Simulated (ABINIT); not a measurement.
Runs of ABINIT 10.8.3 (patched build) on Ge. The structure is hexagonal, space group P6_3/mmc (No. 194). The conventional cell has a = 3.998 Å, b = 3.998 Å, c = 6.599 Å, α = 90.00°, β = 90.00°, γ = 120.00°. Ge (site symmetry 3m) has 4 Ge at 2.45 to 2.47 Å as nearest neighbours. This isn't the form of Ge at room conditions, which is diamond.

```csv
level,gap on the mesh (eV),pressure (GPa),largest force (eV/Å)
r2SCAN,0.08,(a),0.01
AM05,(c),0.1,-
revPBE,none,4.2,0.02
WC,0.14,0.1,0.01
PBEsol,(b),0.0,-
BLYP,0.19,(d),0.03
RPBE,none,4.7,0.02
SCAN,none,-0.3,0.01
```

Alike in all rows: task single point; potentials or basis Ansatz PAW PBE default generated set, frozen core; no spin polarisation; cell as given; k mesh 8 × 8 × 4; cutoff (eV) 490; smearing fermi-dirac 0.05 eV.

Fill in the values left out.

(a) -0.1; (b) 0.11; (c) 0.12; (d) 6.6.

Caveats: the PAW data sets were made with another functional, which shifts forces and pressure a little; the atomic spheres overlap.

A k mesh can miss the band edges, and the runs leave out spin-orbit coupling on Ge.

A gap of «none» marks a metal or a gap under the smearing width.

Runs at the PBE level aren't shown here.
